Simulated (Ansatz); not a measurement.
A run of Ansatz 0.2.0:

The input input.yaml:

```yaml
crystal:
  lattice:
    - [0.0, 2.3495, 2.3495]
    - [2.3495, 0.0, 2.3495]
    - [2.3495, 2.3495, 0.0]
  atoms:
    - { symbol: Cd, position: [0.0, 0.0, 0.0] }
    - { symbol: O, position: [0.5, 0.5, 0.5] }
kpoints:
  mp_grid: { grid: [10, 10, 10] }
  band_path:
    path:
      - [0.0, 0.0, 0.0]
      - [0.5, 0.0, 0.5]
      - [0.5, 0.25, 0.75]
      - [0.375, 0.375, 0.75]
      - [0.0, 0.0, 0.0]
      - [0.5, 0.5, 0.5]
      - [0.625, 0.25, 0.625]
      - [0.5, 0.25, 0.75]
    npoints: 6
scf:
  occupations: { method: fermi_dirac, width: 0.05 }
hamiltonian:
  xc: pbesol
  pseudopotentials:
    kind: all_electron
    lapw: { basis_error: 0.001 }
    relativity: none
output:
  forces: true
  stress: true
  eigenvalues: true
```

Potentials or basis: all-electron LAPW, non-relativistic.

The run is started by

```bash
$ ansatz run input.yaml --threads 1 --pin off --max-ram 3072MiB --backend cpu --events-out ev --progress --plain --runs-dir out
```

Hardware: 1 thread of Intel(R) Xeon(R) 6975P-C (Granite Rapids), on a shared host.

**Question.** How long does it take, and how much memory?

**Answer.** It took 5.7 s on 1 thread of Intel(R) Xeon(R) 6975P-C (Granite Rapids), on a shared host, peak memory 0.33 GiB. Counts: scf iterations 7, plane waves 331, k points 47, bands 23.
